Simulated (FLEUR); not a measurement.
Sb:

```
Sb
1.0
     3.16000    0.00000    0.00000
     0.00000    3.16000    0.00000
     0.00000    0.00000    3.16000
Sb
1
Cartesian
  0.0000 0.0000 0.0000
```

This isn't the form of Sb at room conditions, which is rhombohedral.

| Item | Value |
| --- | --- |
| Program | FLEUR MaX-R8.1 (later development tree) |
| Task | single point |
| Functional | PBE |
| Potentials or basis | all-electron |
| Basis | FLAPW |
| Kmax | 3.8 1/bohr |
| k mesh | 8 × 8 × 8 |
| Occupations | fermi-dirac, width 0.05 eV |
| Spin | no spin polarisation |
| Gmax | 11.8 1/bohr |
| Muffin-tin radii | Sb 2.66 bohr |
| lmax | Sb 11 |
| Local orbitals a species | Sb 6 |
| Max iterations | 60 |
| Mixing factor | 0.05 |
| Mixer | Anderson |
| Mixer history | 15 |
| Density convergence | 1e-05 me/bohr^3 |

On this cell: band gap on the k mesh none (metal or under the smearing width).

The same run follows on a disturbed copy (cell strained at random at fixed volume):

```
Sb
1.0
     3.18307   -0.00916   -0.07927
    -0.00916    3.13721   -0.05653
    -0.07927   -0.05653    3.16292
Sb
1
Direct
  0.00350 0.00307 0.97826
```

**Question.** What does the disturbed cell give?

**Answer.** The energy (extrapolated to zero smearing) moves by +1.4 meV/atom; band gap on the k mesh none (metal or under the smearing width).
